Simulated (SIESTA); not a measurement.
## SiO2 under changes of volume

One of the cells (17.063 Å³/atom); the others are scaled copies at fixed shape and fractional positions:

```
CELL_PARAMETERS angstrom
-4.44203 4.44203 2.59424
4.44203 -4.44203 2.59424
4.44203 4.44203 -2.59424
ATOMIC_POSITIONS crystal
Si 0.82311 0.82311 0.64622
Si 0.17689 0.82311 0.00000
Si 0.82311 0.17689 0.00000
Si 0.17689 0.17689 0.35378
O 0.00000 0.79145 0.79145
O 0.20855 0.00000 0.20855
O 0.79145 0.00000 0.79145
O 0.00000 0.20855 0.20855
O 0.00000 0.00000 0.50000
O 0.50000 0.00000 0.00000
O 0.00000 0.50000 0.00000
O 0.50000 0.50000 0.50000
```

The cell comes from a database or a generator and needn't be the stable form of this composition.

| Item | Value |
| --- | --- |
| Program | SIESTA 5.4.2 |
| Functional | PBEsol |
| Potentials or basis | PseudoDojo 0.4 standard (PBEsol files) |
| Basis | DZP (energy shift 0.003 Ry) |
| Grid cutoff | 800 Ry |
| Energy shift | 0.003 Ry |
| k mesh | 4 × 4 × 4 |
| Occupations | fermi-dirac, width 0.05 eV |
| Spin | no spin polarisation |

```csv
volume (Å³/atom),energy over the lowest point (meV/atom),pressure (GPa),gap on the mesh (eV),largest force (eV/Å)
16.366,?,?,?,?
16.715,40.16,11.1,7.01,0.657
17.063,19.83,7.6,6.87,0.516
17.411,6.68,4.5,6.64,0.385
17.759,0.00,1.7,6.39,0.267
```

Q: What does the run at 16.366 Å³/atom give?

A: Energy over the lowest point 68.44 meV/atom; pressure 15.0 GPa; gap on the mesh 7.11 eV; largest force 0.810 eV/Å.

Worked out: A Birch-Murnaghan fit of order 2 (a polynomial in V^(-2/3)) to the other rows has its minimum at 17.98 Å³/atom, just outside them, with B0 = V·E''(V) = 132 GPa at fixed shape and positions, which overstates the stiffness. It gives 68.47 meV/atom at 16.366 Å³/atom, against the run's 68.44, and -dE/dV = 14.9 GPa, against 15.0. A parabola through the other rows of the gap, of slope -2.85 eV per unit of ln V there, extrapolates to 7.11 eV, against the run's 7.11.

Energies are extrapolated to zero smearing.

Caveats: the basis of atomic orbitals isn't converged, which shifts pressures, moduli and gaps.

A mesh can miss the band edges.
